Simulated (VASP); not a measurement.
**La2O3 under changes of volume**

One of the cells (16.684 Å³/atom); the others are scaled copies at fixed shape and fractional positions:

```
CELL_PARAMETERS angstrom
3.95681 0.00000 0.00000
-1.97841 3.42670 0.00000
0.00000 0.00000 6.15243
ATOMIC_POSITIONS crystal
La 0.33333 0.66667 0.24624
La 0.66667 0.33333 0.75376
O 0.00000 0.00000 0.00000
O 0.33333 0.66667 0.64589
O 0.66667 0.33333 0.35411
```

The cell is a database's computed one.

```yaml
Program: VASP 6.6.1
Functional: PBE
Potentials_or_basis: VASP PAW PBE potentials, release 64 (La, O)
Cutoff: 520 eV
k_mesh: 8 × 8 × 5
Occupations: fermi-dirac, width 0.05 eV
Spin: no spin polarisation
```

```csv
volume (Å³/atom),energy over the lowest point (meV/atom),pressure (GPa),gap on the mesh (eV),largest force (eV/Å)
15.375,?,?,?,?
15.703,19.99,7.7,3.93,0.325
16.030,7.33,4.5,3.91,0.158
16.684,0.00,-1.0,3.87,0.142
17.011,4.16,-3.3,3.83,0.276
17.338,12.87,-5.4,3.80,0.400
```

Problem. What does the run at 15.375 Å³/atom give?

Solution. Energy over the lowest point 39.57 meV/atom; pressure 11.2 GPa; gap on the mesh 3.93 eV; largest force 0.506 eV/Å.

Worked out: A Birch-Murnaghan fit of order 3 (a polynomial in V^(-2/3)) to the other rows has its minimum at 16.57 Å³/atom with B0 = V·E''(V) = 129 GPa and B' = 4.2 at fixed shape and positions, which overstates the stiffness. It gives 39.60 meV/atom at 15.375 Å³/atom, against the run's 39.57, and -dE/dV = 11.4 GPa, against 11.2. A parabola through the other rows of the gap, of slope -0.345 eV per unit of ln V there, extrapolates to 3.94 eV, against the run's 3.93.

Energies are extrapolated to zero smearing.

Caveats: spin-orbit coupling is left out, which moves the levels of the heavy elements; an odd mesh through Γ misses points on the zone boundary, where band edges often lie.
